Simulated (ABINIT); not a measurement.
Crystal: CuAu.

```
CELL_PARAMETERS angstrom
2.81075 0.00000 0.00000
0.00000 2.81075 0.00000
0.00000 0.00000 3.68500
ATOMIC_POSITIONS crystal
Au 0.00000 0.00000 0.00000
Cu 0.50000 0.50000 0.50000
```

Base run:

```yaml
Program: ABINIT 10.8.3 (patched build)
Functional: SCAN
Potentials_or_basis: JTH PAW PBE v2.0
Cutoff: 844 eV
k_mesh: 9 × 9 × 7
Occupations: fermi-dirac, width 0.05 eV
Spin: no spin polarisation
```

Its results: band gap on the k mesh none (metal or under the smearing width); pressure -3.3 GPa.

Question: After a change of settings the same cell gave: band gap on the k mesh none (metal or under the smearing width); pressure 0.1 GPa. Which change was it?
A. functional from SCAN to revPBE
B. functional from SCAN to RPBE
C. functional from SCAN to r2SCAN
D. functional from SCAN to PBEsol

Answer: C.

Caveats: the PAW data sets were made with another functional, which shifts forces and pressure a little; spin-orbit coupling is left out, which moves the levels of the heavy elements.
